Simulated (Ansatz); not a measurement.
# WSe2: the cost of one run

Program: Ansatz 0.2.0. Level of theory: DFT PBE, scalar-relativistic, plane waves, PAW. These are calculated values, not measurements.

3 further runs of the same task are left out: 1 that didn't finish, 2 set aside as unsound or not needed. Runs told in other sessions of the task aren't counted.

### 1 The system as given

It takes space group P-3m1 (No. 164, trigonal). The conventional cell has a = 3.321 Å, b = 3.321 Å, c = 38.770 Å, α = 90.00°, β = 90.00°, γ = 120.00°. Around W (site symmetry 3m) lie 6 Se at 2.55 Å. Se (site symmetry 3m) has 3 W at 2.55 Å in its first shell of neighbours.

Coordinates:

```cif
data_structure
_symmetry_space_group_name_H-M 'P-3m1'
_symmetry_Int_Tables_number 164
_cell_length_a 3.3207
_cell_length_b 3.3207
_cell_length_c 38.7701
_cell_angle_alpha 90.000
_cell_angle_beta 90.000
_cell_angle_gamma 120.000
_cell_volume 370.24
loop_
_atom_site_label
_atom_site_type_symbol
_atom_site_symmetry_multiplicity
_atom_site_Wyckoff_symbol
_atom_site_fract_x
_atom_site_fract_y
_atom_site_fract_z
_atom_site_occupancy
W1 W 2 d 0.66667 0.33333 0.90171 1
W2 W 2 d 0.66667 0.33333 0.29464 1
Se1 Se 2 d 0.33333 0.66667 0.94500 1
Se2 Se 2 d 0.33333 0.66667 0.33792 1
Se3 Se 2 d 0.66667 0.33333 0.74865 1
Se4 Se 2 d 0.66667 0.33333 0.14158 1
```

It goes back to an entry of the Materials Project, which need not be the stable form.

This cell was relaxed beforehand with the same method: volume 30.85 Å³/atom, gap on the mesh 1.51 eV.

### 2 Zero of energy

The reference gives a free energy of -85298.6542 eV, pressure 0.00 GPa, largest force 0.000 eV/Å and gap on the mesh 1.51 eV. It was computed beforehand with the settings of the runs below.

### 3 Setting up a one-atom displacement scan

Atom 2 (W) is moved by x along the Cartesian unit vector (0.577, 0.577, 0.577); the cell and all other atoms stay fixed. Forces below are components along that vector, summed over the moved atoms. In a periodic cell its images move with it.

### 4 x = -0.450 Å

Input file input.yaml:

```yaml
crystal:
  lattice:
    - [3.3206779314, 0.0, 0.0]
    - [-1.6603389657, 2.8757914463, 0.0]
    - [0.0, 0.0, 38.7701078913]
  atoms:
    - { symbol: W, position: [0.6666666667, 0.3333333333, 0.9017078408] }
    - { symbol: W, position: [0.5432558362, 0.2429903352, 0.2879341882] }
    - { symbol: W, position: [0.3333333333, 0.6666666667, 0.7053645764] }
    - { symbol: W, position: [0.3333333333, 0.6666666667, 0.0982921592] }
    - { symbol: Se, position: [0.3333333333, 0.6666666667, 0.944995777] }
    - { symbol: Se, position: [0.3333333333, 0.6666666667, 0.3379184716] }
    - { symbol: Se, position: [0.6666666667, 0.3333333333, 0.7486532095] }
    - { symbol: Se, position: [0.6666666667, 0.3333333333, 0.1415801562] }
    - { symbol: Se, position: [0.3333333333, 0.6666666667, 0.8584198438] }
    - { symbol: Se, position: [0.3333333333, 0.6666666667, 0.2513467905] }
    - { symbol: Se, position: [0.6666666667, 0.3333333333, 0.6620815284] }
    - { symbol: Se, position: [0.6666666667, 0.3333333333, 0.055004223] }
basis:
  ecutwfc: 420
kpoints:
  mp_grid: { grid: [12, 12, 1] }
hamiltonian:
  xc: pbe
scf:
  occupations: { method: gaussian, width: 0.05 }
output:
  forces: true
  stress: true
  eigenvalues: true
```

Launch:

```bash
> ansatz run input.yaml --threads 4 --pin off --max-ram 9216MiB --backend cpu --events-out ev --progress --plain --runs-dir out
```

**Question.** How long does this run take on 4 threads of Intel Xeon at 2.50GHz (Skylake/Cascade Lake), shared host, and how much memory does it need?

About 1.9 min, with a peak of 2.4 GiB.
